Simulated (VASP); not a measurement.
Input of a VASP 6.6.1 run:

INCAR

```
SYSTEM = Ti
ALGO = Normal
EDIFF = 1E-7
ENCUT = 550
GGA = PE
ISIF = 2
ISMEAR = 0
LASPH = .TRUE.
LCHARG = .FALSE.
LREAL = .FALSE.
LWAVE = .FALSE.
NBANDS = 12
NELM = 80
PREC = Accurate
SIGMA = 0.02
```

Contents of KPOINTS:

```
k-points
0
G
  11 11 11
  0 0 0
```

POSCAR

```
Ti
2.8423
   -0.577349329768      0.577349329768      0.577349329768
    0.577349329768     -0.577349329768      0.577349329768
    0.577349329768      0.577349329768     -0.577349329768
Ti
1
Direct
    0.0000000000      0.0000000000      0.0000000000
```

Potentials or basis: VASP PAW PBE potentials, release 64 (Ti_sv_GW).

Command:

```bash
$ cat potpaw_PBE.64/Ti_sv_GW/POTCAR > POTCAR
$ mpirun -np 1 vasp_std > vasp.out
```

(1) Estimate the band gap on the k mesh.

(2) What does it give for the pressure?

## Answers

(1) none (metal or under the smearing width).

(2) -4.2 GPa.
